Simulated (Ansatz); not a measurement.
Calculated ¹⁷O NMR of the central transition for Al₂O₃

Cell: a Materials Project structure (computed, not necessarily an observed phase), ions relaxed with PBE at fixed cell.

Space group R-3c:H (No. 167); a = 4.8050, c = 13.1163 Å, γ = 120.00°.

| site | Wyckoff | site symmetry | x | y | z |
| --- | --- | --- | --- | --- | --- |
| Al | 12c | 3. | 0.0000 | 0.0000 | 0.1479 |
| O | 18e | .2 | 0.0272 | 0.6667 | 0.9167 |

One atom of each set is listed; the run and its k-mesh use a cell of 10 atoms with edges of 5.18, 5.18, 5.18 Å.

Level of theory: DFT, LDA, plane waves and PAW, scalar-relativistic, 420 eV cutoff, Γ-centred 8×8×8 k-points, Fermi–Dirac smearing 0.02 eV (Ansatz 0.2.0).

¹⁷O has I = 5/2 and Q = -25.58 mb (Pyykkö 2018); at 11.7 T its Larmor frequency is ν₀ = 67.6 MHz. Only the quadrupole interaction is simulated: positions count from each site's isotropic chemical shift, and J coupling is left out, as are shift anisotropy and dipolar coupling, which fast spinning averages.

Simulated pattern of one O site (fast magic-angle spinning, Gaussian broadening 0.03 kHz):

(offset (kHz), height): (-1.409, 0), (-1.372, 0), (-1.334, 5), (-1.297, 8), (-1.260, 9), (-1.223, 9), (-1.186, 9), (-1.148, 9), (-1.111, 10), (-1.074, 16), (-1.037, 28), (-1.000, 30), (-0.962, 31), (-0.925, 33), (-0.888, 36), (-0.851, 39), (-0.814, 43), (-0.776, 52), (-0.739, 98), (-0.702, 100), (-0.665, 78), (-0.628, 72), (-0.590, 69), (-0.553, 70), (-0.516, 72), (-0.479, 78), (-0.442, 95), (-0.404, 94), (-0.367, 73), (-0.330, 64), (-0.293, 58), (-0.256, 53), (-0.218, 50), (-0.181, 47), (-0.144, 44), (-0.107, 42), (-0.070, 39), (-0.032, 11), (0.005, 0), (0.042, 0)

Question: Which |C_Q| and η does the pattern imply?

Answer: The pattern spans 1.29 kHz before broadening and its centre of gravity is at -0.558 kHz, which fixes P_Q; the places of the horns and steps fix η. That gives P_Q = 2.51 MHz, |C_Q| = 2.40 MHz and η = 0.52. The sign of C_Q can't be read from the pattern.

At this cell the LDA pressure is -12 GPa, so with LDA the cell would shrink if it were relaxed.
